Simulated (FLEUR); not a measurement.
**NaH under changes of volume**

One of the cells (14.527 Å³/atom); the others are scaled copies at fixed shape and fractional positions:

```xyz
2
Lattice="0.0000 2.4400 2.4400 2.4400 0.0000 2.4400 2.4400 2.4400 0.0000" Properties=species:S:1:pos:R:3 pbc="T T T"
Na    0.0000    0.0000    0.0000
H     2.4400    2.4400    2.4400
```

| Property | Result |
| --- | --- |
| Program | FLEUR MaX-R8.1 (later development tree) |
| Functional | LDA |
| Potentials or basis | all-electron |
| Basis | FLAPW |
| Kmax | 4.1 1/bohr |
| k mesh | 9 × 9 × 9 |
| Occupations | fermi-dirac, width 0.05 eV |
| Spin | no spin polarisation |

```tsv
volume (Å³/atom)	energy over the lowest point (meV/atom)	gap on the mesh (eV)
13.655	0.00	3.78
13.946	?	?
14.527	11.24	3.67
15.108	21.94	3.61
15.398	28.06	3.57
```

Task: What does the run at 13.946 Å³/atom give?

Result: Energy over the lowest point 3.01 meV/atom; gap on the mesh 3.74 eV.

Worked out: A Birch-Murnaghan fit of order 2 (a polynomial in V^(-2/3)) to the other rows has no minimum within the range. It gives 3.00 meV/atom at 13.946 Å³/atom, against the run's 3.01. A straight line through the other rows of the gap, of slope -1.72 eV per unit of ln V, gives 3.74 eV, against the run's 3.74.

Energies are extrapolated to zero smearing.

Caveats: an odd mesh through Γ misses points on the zone boundary, where band edges often lie.
